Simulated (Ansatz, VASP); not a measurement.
CdO (Monteponite): VASP beside Ansatz

INCAR

```
SYSTEM = CdO
ALGO = Normal
EDIFF = 1E-7
ENCUT = 520
GGA = PE
ISIF = 2
ISMEAR = -1
LASPH = .TRUE.
LCHARG = .FALSE.
LREAL = .FALSE.
LWAVE = .FALSE.
NBANDS = 16
NELM = 80
PREC = Accurate
SIGMA = 0.05
```

The input KPOINTS:

```
k-points
0
G
  10 10 10
  0 0 0
```

The input POSCAR:

```
CdO
1.0
    0.0000000000      2.3650600561      2.3650600561
    2.3650600561      0.0000000000      2.3650600561
    2.3650600561      2.3650600561      0.0000000000
Cd O
1 1
Direct
    0.0000000000      0.0000000000      0.0000000000
    0.5000000000      0.5000000000      0.5000000000
```

Contents of input.yaml:

```yaml
crystal:
  lattice:
    - [0.0, 2.3650600561, 2.3650600561]
    - [2.3650600561, 0.0, 2.3650600561]
    - [2.3650600561, 2.3650600561, 0.0]
  atoms:
    - { symbol: Cd, position: [0.0, 0.0, 0.0] }
    - { symbol: O, position: [0.5, 0.5, 0.5] }
hamiltonian:
  xc: pbe
  pseudopotentials: { kind: paw }
kpoints:
  mp_grid: { grid: [10, 10, 10] }
scf:
  occupations: { method: fermi_dirac, width: 0.05 }
output:
  forces: true
  stress: true
  eigenvalues: true
  write_density: true
  write_potential: true
  elf: true
  volumetric_format: npy
```

Change from the starting cell: volume scaled by 1.02.

Alike in both runs: task single point; functional PBE; k mesh 10 × 10 × 10; occupations fermi-dirac, width 0.05 eV; no spin polarisation.

|  | VASP | Ansatz |
| --- | --- | --- |
| version | VASP 6.6.1 | Ansatz 0.2.0 |
| potentials or method | VASP PAW PBE potentials, release 64 (Cd, O) | Ansatz PAW |
| plane-wave cutoff (eV) | 520 | 420 |
| valence electrons in the cell | 18 | 26 |

Ansatz gave:

| Quantity | Value |
| --- | --- |
| gap on the k mesh at the Fermi level (eV) | none |
| pressure (GPa) | 3.2 |

Q: What did VASP give for the same quantities?

A: gap on the k mesh at the Fermi level (eV): none; pressure (GPa): 4.5.

A gap of «none» marks a metal or a gap that the smearing closes. The two sets of potentials don't hold the same shells in valence.

Caveats: the pressure holds a Pulay correction of +0.5 GPa for the finite cutoff (Ansatz).
